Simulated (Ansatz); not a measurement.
The system is CoO.

```
CELL_PARAMETERS angstrom
2.85630 0.00000 0.00000
-1.42815 2.47363 0.00000
0.00000 0.00000 2.78761
ATOMIC_POSITIONS crystal
Co 0.00000 0.00000 0.00000
O 0.66667 0.33333 0.50000
```

Measurements of this composition are mostly on another form, of space group No. 225.

Program: Ansatz 0.2.0. Alike in all runs: task single point; potentials or basis Ansatz PAW; cell as given; k mesh 8 × 8 × 7; cutoff (eV) 420; smearing gaussian 0.05 eV.

**Question.** Order these runs on this cell by their pressure, lowest first.
A. level LDA+U; spin collinear, program default start; U Co d U = 6 eV; fixed moment (μB) 0
B. level LDA+U; spin collinear, random start; U Co d U = 7 eV
C. level PBE+U; spin collinear, program default start; U Co d U = 4 eV

**Answer.** A (-15.6 GPa), B (-6.6 GPa), C (5.3 GPa).

Caveats: the magnetic or orbital state may not be the lowest; the PAW data sets come from PBE, with cores solved anew for the run's functional, which leaves a small shift of forces and pressure (some runs); a cell with one magnetic atom can't hold antiferromagnetic order, which such compounds often take (some runs); the total moment is fixed, so each spin has its own Fermi level (some runs); the thresholds are loose for stress (some runs).
